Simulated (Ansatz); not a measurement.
C (Im-3m), a vibration from a frozen displacement

Level of theory: DFT r2SCAN, scalar-relativistic, plane waves, PAW in Ansatz 0.2.0. Cutoff 500 eV, Γ-centred 8×8×8 k-points, Gaussian smearing of 0.05 eV. No spin polarisation. Energies are free energies at this smearing, counted from the undisturbed cell; pressure is positive in compression.

Reference structure (relaxed at this level; this bcc form isn't the usual structure):

```
C
1.0
    -2.42911    2.42911    2.42911
     2.42911   -2.42911    2.42911
     2.42911    2.42911   -2.42911
C
8
Direct
  0.32546 0.00000 0.00000
  0.67454 0.67454 0.67454
  0.00000 0.32546 0.00000
  0.00000 0.00000 0.32546
  0.00000 0.67454 0.00000
  0.32546 0.32546 0.32546
  0.67454 0.00000 0.00000
  0.00000 0.00000 0.67454
```

Atom 1 (C) is moved by x along the Cartesian unit vector (0.707, 0.707, 0.000); the cell and all other atoms stay fixed. The cell's volume is 57.33 Å³; the moved atoms weigh 12.011 u together and the others 84.077 u. Some rows repeat others by symmetry and weren't run.

```csv
x (Å),ΔE (meV/cell),total force on the moved atoms along the move (eV/Å),pressure (GPa)
-0.3000,1447.46,9.4665,3.9533
-0.2700,1176.57,8.5881,3.2039
-0.2400,932.42,7.6850,2.5329
-0.2100,715.68,6.7614,1.9409
-0.1800,526.90,5.8213,1.4283
-0.1500,366.52,4.8684,0.9949
-0.1200,234.89,3.9056,0.6408
-0.0900,132.26,2.9352,0.3656
-0.0600,58.82,1.9596,0.1691
0.0000,0.00,0.0000,0.0118
0.0600,58.82,-1.9596,0.1691
0.0900,132.26,-2.9352,0.3656
0.1200,234.89,-3.9056,0.6408
0.1500,366.52,-4.8684,0.9949
0.1800,526.90,-5.8213,1.4283
0.2100,715.68,-6.7614,1.9409
0.2400,932.42,-7.6850,2.5329
0.2700,1176.57,-8.5881,3.2039
0.3000,1447.46,-9.4665,3.9533
```

Question: What frequency belongs to this motion?

Answer: The force constant is k = −dF/dx = 32.660 eV/Å², from the parabola through x = -0.0600, 0 and 0.0600. In every cell the moved atoms swing against the rest, so the mass is μ = m₁m₂/(m₁ + m₂) = 10.510 u, and ν̃ = 521.5 cm⁻¹ × √(|k|/μ) = 919 cm⁻¹. The pattern needn't be a normal mode: ν̃² is then a weighted mean of the squared nonzero frequencies at the zone centre of this cell, taken without macroscopic field, so it lies between the lowest and the highest of them.

Question: How far does the harmonic law reach?

Answer: At x = -0.300 Å, kx²/2 = 1469.70 meV against the computed 1447.46 meV (-1.5 %): the well is still close to harmonic there.

Question: The pressure changes with x². What does that say about the frequency under compression?

Answer: With E = k(V)x²/2, k ∝ V^(−2γ) and x scaling with the cell as V^(1/3), P − P0 = −∂E/∂V = (2γ − 2/3) ΔE/V. At x = 0.0900 Å, V(P − P0) = 57.33 × 0.35379 / 160.2 eV = 126.60 meV and ΔE = 132.26 meV, so γ = 1/3 + V(P − P0)/(2ΔE) = 0.81. This is the Grüneisen parameter of the motion under uniform scaling of the cell: shrinking the cell evenly by 1 % in volume raises the frequency by about 0.81 %.